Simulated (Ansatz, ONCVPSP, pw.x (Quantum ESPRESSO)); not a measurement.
# What a changed setting does to a pw.x run (fcc Cs)

Potential: optimised norm-conserving Vanderbilt (ONCV), ONCVPSP 4.0.1.1 (patched build), PBE; core [Kr] 4d10 5s2, reference 5p6 6s1; waves: 6s: rc 4.00 bohr, ncon 5, nbas 10, qcut 1.7 1/bohr, 2 projectors, debl 2.7 Ha; 5p: rc 2.45 bohr, ncon 4, nbas 7, qcut 8.9 1/bohr, 1 projector; d scattering state at 0.39 Ha: rc 4.25 bohr, ncon 4, nbas 7, qcut 3.1 1/bohr, 2 projectors, debl 0.3 Ha; local part: polynomial inside 1.95 bohr (lpopt 2, dvloc0 0 Ha); core correction: polynomial model core, fcfact 0.7. In the d channel the program set the typed energies aside and used 0.050, 0.350 Ha.

The reference run (k-mesh 8³, cutoffs 50/200 Ry, Fermi–Dirac 0.01 Ry, mixing_beta 0.4, conv_thr 1e-9, no spin) gives -0.01 GPa at 117.544 Å³/atom, where all-electron LAPW gives -0.00 GPa. This run, with its own iteration cap, changes nbnd to 16.

```
&control
  calculation='scf', prefix='x', pseudo_dir='./', outdir='./tmp', tstress=.true., disk_io='none'
/
&system
  ibrav=0, nat=1, ntyp=1, ecutwfc=50, ecutrho=200, nbnd=16,
  occupations='smearing', smearing='fd', degauss=0.01
/
&electrons
  conv_thr=1e-09, mixing_beta=0.4, electron_maxstep=50
/
ATOMIC_SPECIES
Cs 1.0 Cs.UPF
CELL_PARAMETERS angstrom
  0.00000000 3.88797524 3.88797524
  3.88797524 0.00000000 3.88797524
  3.88797524 3.88797524 0.00000000
ATOMIC_POSITIONS crystal
Cs 0.0000 0.0000 0.0000
K_POINTS automatic
8 8 8 0 0 0
```

```bash
pw.x < Cs.scf.in > Cs.scf.out
```

**Question.** How does the run end?

**Answer.** It converges in 6 iterations; the free energy moves by +0.0 meV/atom and the pressure by +0.00 GPa. The result is that of the reference run.

```
Message from routine setup:
     using ibrav=0 with symmetry is DISCOURAGED, use correct ibrav instead
     lattice parameter (alat)  =      10.3905  a.u.
     unit-cell volume          =     793.2262 (a.u.)^3
     number of electrons       =         7.00
     number of Kohn-Sham states=           16
     kinetic-energy cutoff     =      50.0000  Ry
     charge density cutoff     =     200.0000  Ry
     scf convergence threshold =      1.0E-09
     Exchange-correlation= PBE
     number of k points=    29  Fermi-Dirac smearing, width (Ry)=  0.0100
     iteration #  1     ecut=    50.00 Ry     beta= 0.40
     total energy              =     -34.33143253 Ry
     estimated scf accuracy    <       0.00115749 Ry
     iteration #  2     ecut=    50.00 Ry     beta= 0.40
     total energy              =     -34.33145894 Ry
     estimated scf accuracy    <       0.00026914 Ry
     iteration #  3     ecut=    50.00 Ry     beta= 0.40
     total energy              =     -34.33150388 Ry
     estimated scf accuracy    <       0.00001930 Ry
     iteration #  4     ecut=    50.00 Ry     beta= 0.40
     total energy              =     -34.33150536 Ry
     estimated scf accuracy    <       0.00000006 Ry
     iteration #  5     ecut=    50.00 Ry     beta= 0.40
     total energy              =     -34.33150541 Ry
     estimated scf accuracy    <       0.00000002 Ry
     iteration #  6     ecut=    50.00 Ry     beta= 0.40
     the Fermi energy is     1.6486 ev
!    total energy              =     -34.33150542 Ry
     estimated scf accuracy    <          5.1E-10 Ry
     smearing contrib. (-TS)   =      -0.00548843 Ry
     The total energy is F=E-TS. E is the sum of the following terms:
     one-electron contribution =      -7.39888614 Ry
     hartree contribution      =       5.03938374 Ry
     xc contribution           =     -16.67783414 Ry
     ewald contribution        =     -15.28868045 Ry
     convergence has been achieved in   6 iterations
          total   stress  (Ry/bohr**3)                   (kbar)     P=       -0.09
     Message from routine punch:
     Nothing written, as per user request (disk_io='none')
```

The run took about 46 s on one core of a shared host (Neoverse-N1, 64 threads, 124 GiB, load 57).
